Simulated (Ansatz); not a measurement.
Born–Oppenheimer molecular dynamics of a periodic cell of 24 atoms, MoS2 (start crystal MoS2, start structure P6_3/mmc, volume 1.05 times the crystal's). It starts from an unrelaxed structure (largest force component 0.78 eV/Å).

Level of theory: Ansatz 0.2.0, DFT PBE, scalar-relativistic, plane waves, PAW. Settings: PAW set soft_1, cutoff 420 eV, k mesh 2x3x1, fermi-dirac smearing 0.3 eV, no spin polarisation.

* ensemble: NVT, Langevin thermostat
* time step: 2.25 fs
* steps asked: 200
* set temperature: 3500 K
* friction: 0.02 /fs
* seed: 326172

Frames 11.25 fs apart, positions in Å, forces in eV/Å.

Velocities at 247.5 fs (Å/ps):

```
Mo -8.38 10.78 4.52
Mo 7.22 0.53 0.63
S 10.80 -4.61 -8.30
S -8.87 0.73 5.71
S -21.44 24.12 17.80
S -12.65 -7.52 6.02
Mo -2.39 10.45 -8.89
Mo 9.66 -3.49 -0.65
S 4.97 1.99 8.18
S 5.65 -9.72 -14.78
S -5.62 10.42 -5.84
S 5.12 2.02 -11.62
Mo 0.28 5.73 -8.35
Mo -7.68 4.82 7.22
S 3.34 -8.97 -10.61
S 10.41 -4.44 3.86
S -0.02 8.01 1.68
S 8.79 0.41 11.66
Mo 13.84 -0.17 -5.88
Mo 9.40 -7.33 4.93
S -8.32 0.49 5.32
S -0.20 5.30 8.58
S -4.32 2.31 0.02
S 4.35 9.08 10.56
```

```xyz
24
Lattice="-3.2210 -5.5789 0.0000 4.8314 -2.7894 0.0000 0.0000 0.0000 12.5261" Properties=species:S:1:pos:R:3:forces:R:3 time_fs=247.5 energy_less_start_eV=12.178 T=3927
Mo -0.173 -3.392 3.501 0.89 -0.45 -0.42
Mo 1.602 -4.685 9.777 2.82 -0.23 -2.75
S 0.091 -3.698 8.281 0.65 1.23 -1.79
S 1.362 -3.784 1.824 1.64 -1.42 -1.24
S 0.155 -3.477 11.091 -0.03 0.12 0.39
S 1.274 -4.178 5.253 1.27 0.90 -2.22
Mo 2.958 -3.044 3.395 0.82 -0.26 1.91
Mo 0.132 -1.425 9.482 2.23 -5.50 -1.22
S 3.168 -3.990 7.598 0.92 0.97 3.03
S -0.071 -1.523 2.260 -0.42 3.18 -2.59
S 3.374 -3.725 11.015 -0.25 -0.89 2.42
S -0.120 -1.476 4.743 0.40 2.77 1.72
Mo 1.779 -0.214 3.393 -2.54 -1.43 1.88
Mo 3.650 -2.081 9.469 -2.29 3.00 -1.89
S 1.983 -0.813 7.827 -0.57 -1.99 -0.31
S 3.043 -1.243 1.801 1.83 -0.36 0.08
S 2.393 -1.220 11.206 -2.15 1.65 -0.39
S 3.477 -1.143 5.173 -1.55 -0.59 -2.92
Mo 1.717 -5.734 3.159 -2.14 -1.77 1.78
Mo -1.274 -4.989 9.568 -0.41 2.22 1.76
S 1.811 -6.543 7.964 0.92 0.03 0.82
S -1.768 -4.292 1.506 0.31 1.22 1.90
S 2.263 -6.568 11.072 -2.03 -0.45 0.39
S -1.815 -3.764 5.039 -0.34 -1.94 -0.32
24
Lattice="-3.2210 -5.5789 0.0000 4.8314 -2.7894 0.0000 0.0000 0.0000 12.5261" Properties=species:S:1:pos:R:3:forces:R:3 time_fs=258.75 energy_less_start_eV=13.131 T=3208
Mo -0.250 -3.304 3.534 1.83 -2.16 -0.98
Mo 1.729 -4.689 9.792 -1.11 1.09 -4.15
S 0.197 -3.707 8.164 0.06 0.65 0.50
S 1.324 -3.822 1.868 1.16 -0.79 -1.45
S -0.019 -3.175 11.285 1.59 -1.49 -1.38
S 1.173 -4.278 5.321 0.93 1.00 -2.23
Mo 2.929 -2.937 3.292 1.48 -2.17 3.33
Mo 0.209 -1.496 9.471 0.83 -3.48 -0.06
S 3.229 -3.941 7.763 0.86 0.70 2.59
S -0.072 -1.537 2.136 -0.28 3.31 -2.19
S 3.235 -3.659 11.037 2.13 -0.67 2.48
S -0.090 -1.388 4.615 0.27 3.65 2.50
Mo 1.789 -0.189 3.366 -1.51 -2.15 1.80
Mo 3.568 -2.011 9.521 -1.78 1.98 -2.78
S 2.031 -0.889 7.720 -0.99 -0.70 1.87
S 3.203 -1.305 1.822 0.67 1.70 -1.07
S 2.393 -1.079 11.228 -2.15 1.03 0.60
S 3.549 -1.233 5.271 -1.58 -0.19 -3.04
Mo 1.784 -5.726 3.107 -2.75 -1.60 3.30
Mo -1.167 -5.034 9.607 -1.09 2.93 -0.35
S 1.694 -6.519 7.992 1.96 0.11 0.71
S -1.756 -4.242 1.642 0.86 0.89 0.14
S 2.153 -6.522 11.037 -0.67 -1.96 0.75
S -1.766 -3.699 5.176 -0.70 -1.69 -0.89
24
Lattice="-3.2210 -5.5789 0.0000 4.8314 -2.7894 0.0000 0.0000 0.0000 12.5261" Properties=species:S:1:pos:R:3:forces:R:3 time_fs=270 energy_less_start_eV=12.997 T=3470
Mo -0.279 -3.201 3.519 1.94 -2.35 -0.85
Mo 1.835 -4.656 9.750 -2.58 0.07 -3.30
S 0.277 -3.655 8.122 0.02 0.20 1.02
S 1.297 -3.919 1.867 0.70 1.61 -1.87
S -0.076 -2.994 11.400 1.27 -1.97 -1.16
S 1.137 -4.398 5.291 0.46 1.35 -2.11
Mo 2.933 -2.868 3.223 1.05 -2.39 3.23
Mo 0.299 -1.615 9.503 -0.11 -0.52 0.29
S 3.236 -3.934 7.974 1.44 0.78 0.94
S -0.088 -1.381 2.046 0.14 1.72 -1.52
S 3.118 -3.596 11.174 2.51 -0.13 1.44
S -0.150 -1.256 4.543 0.39 3.00 2.76
Mo 1.803 -0.235 3.382 -0.91 -1.46 1.30
Mo 3.409 -1.954 9.520 -0.30 0.52 -1.83
S 2.035 -0.887 7.654 -1.00 -0.26 2.70
S 3.354 -1.243 1.807 -0.54 1.61 -1.52
S 2.349 -0.970 11.325 -1.90 0.81 -0.32
S 3.531 -1.339 5.268 -1.70 0.00 -2.72
Mo 1.775 -5.666 3.080 -2.17 -2.39 4.58
Mo -1.067 -4.984 9.628 -2.03 2.58 -0.64
S 1.619 -6.479 7.927 1.65 -0.32 1.43
S -1.714 -4.196 1.760 1.09 0.55 -0.68
S 1.933 -6.585 11.010 0.57 -1.56 0.34
S -1.764 -3.650 5.246 -0.01 -1.45 -1.51
24
Lattice="-3.2210 -5.5789 0.0000 4.8314 -2.7894 0.0000 0.0000 0.0000 12.5261" Properties=species:S:1:pos:R:3:forces:R:3 time_fs=281.25 energy_less_start_eV=12.879 T=2827
Mo -0.287 -3.135 3.533 2.69 0.50 -0.44
Mo 1.833 -4.633 9.706 -2.14 -1.80 0.68
S 0.361 -3.731 8.100 -0.23 1.01 0.47
S 1.295 -3.967 1.844 0.36 3.29 -2.20
S -0.073 -2.939 11.476 0.55 -2.05 -0.79
S 1.170 -4.505 5.168 0.05 2.03 -1.42
Mo 2.931 -2.846 3.190 1.28 -1.26 1.79
Mo 0.413 -1.719 9.578 -0.57 0.44 0.11
S 3.289 -3.888 8.216 2.39 0.47 -2.14
S -0.059 -1.177 1.909 0.11 -0.09 0.28
S 3.121 -3.631 11.321 1.06 -0.08 -0.31
S -0.259 -1.023 4.673 0.96 -0.21 0.70
Mo 1.807 -0.292 3.402 -1.11 -0.58 0.73
Mo 3.267 -1.884 9.470 0.60 -1.21 0.71
S 2.046 -0.886 7.690 -1.25 0.32 1.75
S 3.422 -1.161 1.702 -1.12 0.38 -0.11
S 2.325 -0.889 11.440 -1.46 0.45 -1.37
S 3.441 -1.427 5.200 -1.81 0.47 -2.18
Mo 1.761 -5.626 3.071 -1.65 -3.54 4.42
Mo -0.938 -4.930 9.657 -3.48 2.04 -0.15
S 1.607 -6.482 7.912 1.53 -0.15 1.47
S -1.606 -4.141 1.830 0.42 0.27 -0.58
S 1.670 -6.766 11.000 2.49 0.71 0.01
S -1.773 -3.640 5.228 0.32 -1.41 -1.43
24
Lattice="-3.2210 -5.5789 0.0000 4.8314 -2.7894 0.0000 0.0000 0.0000 12.5261" Properties=species:S:1:pos:R:3:forces:R:3 time_fs=292.5 energy_less_start_eV=13.920 T=2765
Mo -0.303 -3.075 3.506 4.53 1.75 1.26
Mo 1.753 -4.629 9.661 2.24 -2.14 3.31
S 0.518 -3.788 8.111 -2.31 2.38 -1.73
S 1.321 -3.968 1.797 0.53 2.83 -1.33
S -0.139 -3.039 11.582 0.36 -1.53 -1.41
S 1.252 -4.640 5.057 -0.57 3.33 0.66
Mo 2.964 -2.841 3.165 1.00 -1.29 0.33
Mo 0.511 -1.776 9.669 -1.49 0.07 0.85
S 3.470 -3.776 8.286 1.00 -1.31 -2.08
S -0.031 -1.070 1.760 0.10 -0.59 1.45
S 3.244 -3.580 11.344 0.06 -1.09 -0.97
S -0.329 -0.864 4.780 1.58 -1.91 -0.30
Mo 1.774 -0.345 3.436 -1.47 0.49 -0.19
Mo 3.170 -1.845 9.424 1.66 -1.72 2.91
S 1.968 -0.834 7.860 -1.94 0.93 -1.18
S 3.455 -1.179 1.594 -0.98 0.49 1.04
S 2.164 -0.874 11.495 -1.11 0.34 -2.18
S 3.325 -1.505 5.085 -1.67 1.18 -1.10
Mo 1.727 -5.621 3.121 -1.51 -3.83 1.57
Mo -0.894 -4.877 9.630 -4.13 2.54 1.15
S 1.593 -6.405 7.965 1.74 -0.43 0.65
S -1.488 -4.037 1.949 -1.51 -1.27 -2.14
S 1.508 -6.869 10.960 3.44 2.06 0.52
S -1.752 -3.744 5.173 0.46 -1.33 -1.09
24
Lattice="-3.2210 -5.5789 0.0000 4.8314 -2.7894 0.0000 0.0000 0.0000 12.5261" Properties=species:S:1:pos:R:3:forces:R:3 time_fs=303.75 energy_less_start_eV=14.836 T=3239
Mo -0.250 -2.961 3.441 4.01 1.41 2.26
Mo 1.716 -4.634 9.636 4.00 -1.85 4.31
S 0.600 -3.791 8.065 -3.21 2.56 -2.36
S 1.311 -3.897 1.800 0.83 0.93 -0.20
S -0.210 -3.210 11.715 0.48 -0.71 -2.15
S 1.298 -4.695 4.937 -0.53 5.41 3.45
Mo 2.974 -2.865 3.148 1.87 -1.59 -0.21
Mo 0.599 -1.799 9.695 -3.90 -1.03 2.11
S 3.684 -3.670 8.306 -0.25 -2.25 -1.92
S 0.052 -1.014 1.674 -0.52 -0.77 1.99
S 3.389 -3.614 11.364 -0.38 -1.31 -1.18
S -0.245 -0.763 4.889 0.83 -2.60 -1.07
Mo 1.719 -0.385 3.496 -1.50 1.95 -1.13
Mo 3.078 -1.844 9.402 3.72 -2.07 3.56
S 1.833 -0.768 8.046 -1.96 1.34 -4.79
S 3.405 -1.145 1.531 -1.05 -0.02 1.44
S 1.952 -0.872 11.451 -0.04 0.18 -1.43
S 3.270 -1.481 4.969 -1.25 1.40 -0.45
Mo 1.645 -5.725 3.170 -0.86 -3.68 -1.50
Mo -0.905 -4.841 9.635 -3.32 3.77 2.05
S 1.666 -6.363 8.001 1.18 -0.76 0.22
S -1.483 -3.969 2.000 -1.79 -1.95 -2.53
S 1.460 -6.877 10.859 3.24 2.27 1.16
S -1.650 -3.873 5.165 0.40 -0.63 -1.63
24
Lattice="-3.2210 -5.5789 0.0000 4.8314 -2.7894 0.0000 0.0000 0.0000 12.5261" Properties=species:S:1:pos:R:3:forces:R:3 time_fs=315 energy_less_start_eV=12.924 T=3085
Mo -0.172 -2.854 3.372 0.46 -0.83 1.29
Mo 1.738 -4.668 9.657 1.98 -0.07 1.50
S 0.540 -3.705 7.975 -1.30 0.46 0.74
S 1.303 -3.825 1.865 0.54 -0.69 -0.98
S -0.263 -3.397 11.822 0.69 -0.50 -2.32
S 1.278 -4.528 4.928 0.59 4.16 0.81
Mo 2.995 -2.933 3.128 2.65 -1.31 0.62
Mo 0.590 -1.795 9.697 -6.19 -3.33 0.94
S 3.914 -3.632 8.238 -2.66 -0.81 -1.18
S 0.088 -0.982 1.663 -1.08 -1.07 1.67
S 3.471 -3.648 11.390 -0.92 -1.14 -1.80
S -0.051 -0.772 4.891 -1.57 -2.87 0.04
Mo 1.634 -0.374 3.501 0.97 1.80 -2.47
Mo 3.038 -1.856 9.426 4.22 -1.27 1.73
S 1.673 -0.667 8.131 0.77 0.70 -4.59
S 3.348 -1.151 1.496 -1.25 -0.14 1.28
S 1.679 -0.966 11.348 3.01 1.33 1.73
S 3.337 -1.448 4.881 -1.39 1.40 -0.42
Mo 1.528 -5.851 3.190 0.00 -1.75 0.41
Mo -0.957 -4.769 9.710 -2.25 3.15 1.33
S 1.776 -6.384 8.041 0.57 -0.28 0.29
S -1.625 -4.068 1.898 0.39 0.34 -0.08
S 1.554 -6.873 10.812 1.75 1.96 1.21
S -1.585 -4.040 5.088 0.02 0.79 -1.73
24
Lattice="-3.2210 -5.5789 0.0000 4.8314 -2.7894 0.0000 0.0000 0.0000 12.5261" Properties=species:S:1:pos:R:3:forces:R:3 time_fs=326.25 energy_less_start_eV=12.338 T=3820
Mo -0.092 -2.805 3.341 -1.29 -1.92 0.96
Mo 1.754 -4.737 9.731 0.69 1.72 0.09
S 0.381 -3.597 7.986 0.07 -0.81 1.91
S 1.263 -3.825 1.821 1.22 -1.08 -0.58
S -0.252 -3.523 11.877 0.89 -0.45 -2.20
S 1.266 -4.268 4.959 1.22 1.80 -1.29
Mo 3.030 -2.979 3.102 1.86 -0.95 1.48
Mo 0.501 -1.795 9.688 -5.14 -3.40 -0.62
S 4.009 -3.542 8.152 -3.40 -0.38 -1.05
S 0.086 -0.920 1.713 -1.56 -1.79 0.40
S 3.535 -3.649 11.316 -1.49 -0.80 -1.96
S 0.079 -0.891 4.895 -2.67 -2.32 0.59
Mo 1.625 -0.381 3.426 2.19 0.58 -2.74
Mo 3.038 -1.859 9.456 3.23 0.48 1.25
S 1.497 -0.509 8.088 2.49 -0.60 -1.62
S 3.274 -1.170 1.472 -1.04 -0.16 1.36
S 1.558 -1.036 11.342 4.23 1.68 2.48
S 3.361 -1.390 4.839 -1.69 0.13 0.21
Mo 1.407 -5.929 3.226 1.93 0.62 -0.02
Mo -1.022 -4.676 9.816 -1.30 1.53 -0.40
S 1.842 -6.382 8.106 0.09 0.20 -0.07
S -1.746 -4.221 1.785 0.67 2.20 0.81
S 1.740 -6.824 10.828 -0.72 1.06 1.64
S -1.483 -4.251 4.980 -0.51 2.66 -0.62
24
Lattice="-3.2210 -5.5789 0.0000 4.8314 -2.7894 0.0000 0.0000 0.0000 12.5261" Properties=species:S:1:pos:R:3:forces:R:3 time_fs=337.5 energy_less_start_eV=12.720 T=3153
Mo -0.065 -2.757 3.277 -1.18 -2.68 0.53
Mo 1.805 -4.800 9.851 0.13 2.86 -0.66
S 0.251 -3.554 8.097 0.97 -1.43 0.89
S 1.339 -3.851 1.719 0.54 -0.80 0.57
S -0.228 -3.611 11.922 1.13 -0.16 -2.09
S 1.230 -4.032 4.947 1.40 -0.06 -1.76
Mo 3.077 -2.997 3.062 0.63 -0.84 2.31
Mo 0.339 -1.821 9.659 -0.24 -2.23 1.46
S 4.088 -3.517 8.073 -3.63 0.50 -1.93
S 0.081 -0.854 1.738 -2.08 -2.56 -1.35
S 3.669 -3.645 11.180 -2.67 -0.16 -0.55
S 0.161 -1.030 4.973 -1.92 -1.20 -0.81
Mo 1.640 -0.426 3.302 1.58 1.07 0.85
Mo 3.125 -1.883 9.491 2.04 1.15 1.14
S 1.372 -0.422 7.967 2.78 -1.12 0.49
S 3.192 -1.151 1.510 -0.43 -0.46 0.67
S 1.637 -1.036 11.344 2.54 0.59 -0.32
S 3.288 -1.397 4.819 -1.62 -0.78 1.25
Mo 1.321 -6.035 3.284 3.73 2.54 -1.21
Mo -1.024 -4.575 9.890 -0.68 0.08 -1.31
S 1.900 -6.330 8.157 -0.35 0.12 -0.10
S -1.787 -4.308 1.700 0.55 3.15 0.79
S 1.891 -6.761 10.930 -2.40 0.04 2.26
S -1.436 -4.305 4.941 -0.79 2.37 -1.12
```

Of the whole run (450 fs, mean temperature of the second half 3312 K): A run of 0.45 ps of so small a system gives no equilibrium averages. Limits of this set-up: coarse k mesh.

Run time: 20 min on 2 threads of Intel(R) Xeon(R) 6975P-C (Granite Rapids), on a shared host, peak memory 1.1 GiB.
